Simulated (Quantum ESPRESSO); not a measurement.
## MgS (Niningerite): phonons with PBE

MgS (Niningerite):

```
S Mg
1.0
     0.00000    2.60165    2.60165
     2.60165    0.00000    2.60165
     2.60165    2.60165    0.00000
S Mg
1 1
Direct
  0.50000 0.50000 0.50000
  0.00000 0.00000 0.00000
```

- Program: Quantum ESPRESSO 7.5
- Task: phonons
- Functional: PBE
- Potentials or basis: PseudoDojo 0.4.1 SR PBE standard
- Cutoff: 1143 eV
- Density cutoff: 4572 eV
- k mesh: 6 × 6 × 6, shifted
- Occupations: fermi-dirac, width 0.05 eV
- Spin: no spin polarisation
- Mixing beta: 0.5
- Most SCF iterations: 120
- SCF threshold: 4e-10 Ry

The pressure is 1.2 GPa. The electronic dielectric tensor (diagonal) is 5.43, the born charges (mean of the diagonal) is S -2.34; Mg +2.34 e and the highest phonon frequency at Γ, LO-TO splitting left out is 241 cm⁻¹. The static dielectric tensor (diagonal) is 15.02.

Levels at points of the mesh, in eV from the valence-band top:
| k point | band 4 | band 5 | band 6 | band 7 | band 8 | band 9 | band 10 | band 11 | band 12 | band 13 |
| --- | --- | --- | --- | --- | --- | --- | --- | --- | --- | --- |
| (0.08, 0.08, 0.08) | -41.48 | -12.55 | -0.48 | 0.00 | 0.00 | 4.19 | 7.80 | 8.13 | 8.13 | 9.99 |

Phonon frequencies in cm⁻¹ (negative: imaginary):
| q point | frequencies |
| --- | --- |
| (0.000, 0.000, 0.000) | 46 46 46 241 241 241 |

Electronic dielectric tensor:
```
5.43 0.00 0.00
0.00 5.43 0.00
0.00 0.00 5.43
```

Born effective charge tensors (e):
atom 1, S
```
-2.34  0.00  0.00
 0.00 -2.34  0.00
 0.00  0.00 -2.34
```
atom 2, Mg
```
2.34 0.00 0.00
0.00 2.34 0.00
0.00 0.00 2.34
```

Optical modes at Γ, degenerate ones joined, polar ones without the macroscopic field:
```
cm⁻¹  components  symmetry  active in  IR intensity, summed ((D/Å)²/amu)
 240           3       T1u         IR                              27.32
```

Zone-centre frequencies without and with the macroscopic field along z (cm⁻¹):
|  | optical modes in rising order |
| --- | --- |
| without | 240 240 240 |
| with the field | 240 240 399 |

Static dielectric tensor, electrons and zone-centre modes:
```
15.02  0.00  0.00
 0.00 15.02  0.00
 0.00  0.00 15.02
```

It took 7.5 min on 1 thread of Arm Neoverse V2 (shared host), peak memory 0.09 GiB.

Caveat: before the sum rule the acoustic modes lie tens of cm⁻¹ from zero, a sign that the density grid also shifts the optical modes.
